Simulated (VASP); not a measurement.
Write the native input for VASP 6.6.1 that does the following.

```
Task                   : single point
Functional             : PBE
Potentials or basis    : VASP PAW PBE potentials, release 64 (Fe, O)
Cutoff                 : 520 eV
k mesh                 : 11 × 11 × 11
Occupations            : fermi-dirac, width 0.05 eV
Spin                   : collinear spin, ferromagnetic start
Starting moments       : [3.0, 0.0] μB
Further INCAR settings : ALGO = Normal; EDIFF = 1e-07; NBANDS = 18
```

The structure of FeO lies in POSCAR:

```
FeO
1.0
    1.5176821100      0.8762341800      2.5157945800
   -1.5176821100      0.8762341800      2.5157945800
    0.0000000000     -1.7524683500      2.5157945800
Fe O
1 1
Direct
    0.0000000000      0.0000000000      0.0000000000
    0.5000000000      0.5000000000      0.5000000000
```

These files were run (other wordings do the same):

INCAR

```
  PREC = Accurate
  ENCUT = 520
  EDIFF = 1E-7
  ISMEAR = -1
  SIGMA = 0.05
  LREAL = F
  LASPH = T
  NELM = 150
  ALGO = Normal
  ISIF = 2
  LWAVE = F
  LCHARG = F
  ISPIN = 2
  MAGMOM = 3 0
  LORBIT = 11
  LMAXMIX = 4
  GGA = PE
  NBANDS = 18
```

KPOINTS

```
Automatic mesh
0
Gamma
  11 11 11
```

Potentials or basis: VASP PAW PBE potentials, release 64 (Fe, O).

Run with:

```console
$ cat potpaw_PBE.64/Fe/POTCAR potpaw_PBE.64/O/POTCAR > POTCAR
$ mpirun -np 1 vasp_std > vasp.out
```

It gave:

```
Pressure                                              : -0.5 GPa
Band gap on the k mesh                                : none (metal or under the smearing width)
Net moment                                            : 4.00 μB per cell
Site moments                                          : Fe +3.62; O +0.30 μB
Valence electrons inside the program's atomic spheres : Fe 6.73; O 4.99
```

Caveat: a cell with one magnetic atom can't hold antiferromagnetic order, which such compounds often take; semilocal functionals often make such compounds metallic where correlation or magnetic order opens a gap, which also shifts bond lengths.

Run time: 62 s on 1 thread of Intel(R) Xeon(R) Platinum 8559C (Emerald Rapids), with other jobs on the host, peak memory 0.21 GiB.
